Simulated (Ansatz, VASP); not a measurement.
## Zr: VASP beside Ansatz

Contents of INCAR:

```
ALGO = Normal ; EDIFF = 1E-6
ENCUT = 520 ; GGA = PE
ISIF = 2 ; ISMEAR = 0
LASPH = True ; LCHARG = True
LELF = True ; LREAL = False
LVHAR = True ; LWAVE = False
NBANDS = 25 ; NELM = 100
PREC = Accurate ; SIGMA = 0.1
```

Contents of KPOINTS:

```
k-points
0
Gamma
  6 6 6
```

Contents of POSCAR:

```
Zr
1.0
    5.0328000000      0.0000000000      0.0000000000
   -2.5164000000      4.3585326500      0.0000000000
    0.0000000000      0.0000000000      3.1324000000
Zr
3
Direct
    0.6666666700      0.3333333300      0.5000000000
    0.3333333300      0.6666666700      0.5000000000
    0.0000000000      0.0000000000      0.0000000000
```

Input for Ansatz:

```yaml
crystal:
  lattice:
    - [5.0328, 0.0, 0.0]
    - [-2.5164, 4.35853265, 0.0]
    - [0.0, 0.0, 3.1324]
  atoms:
    - { symbol: Zr, position: [0.66666667, 0.33333333, 0.5] }
    - { symbol: Zr, position: [0.33333333, 0.66666667, 0.5] }
    - { symbol: Zr, position: [0.0, 0.0, 0.0] }
basis:
  ecutwfc: 420
kpoints:
  mp_grid: { grid: [6, 6, 6] }
hamiltonian:
  xc: pbe
scf:
  occupations: { method: gaussian, width: 0.1 }
output:
  forces: true
  stress: true
  eigenvalues: true
```

The cell was built by a generator and needn't be a form met in nature.

Alike in both runs: task single point; functional PBE; k mesh 6 × 6 × 6; occupations gaussian, width 0.1 eV; no spin polarisation.

|  | VASP | Ansatz |
| --- | --- | --- |
| version | VASP 6.6.1 | Ansatz 0.2.0 |
| potentials or method | VASP PAW PBE potentials, release 64 (Zr_sv) | scalar-relativistic, plane waves, PAW |
| plane-wave cutoff (eV) | 520 | 420 |
| valence electrons in the cell | 36 | 36 |

VASP gave:

```
gap on the k mesh at the Fermi level (eV)       : none
pressure (GPa)                                  : 0.8
largest component of the traceless stress (GPa) : 0.73
```

Task: Which values does Ansatz return?

Result: gap on the k mesh at the Fermi level (eV): none; pressure (GPa): 0.8; largest component of the traceless stress (GPa): 0.74.

A gap of «none» marks a metal or a gap that the smearing closes.
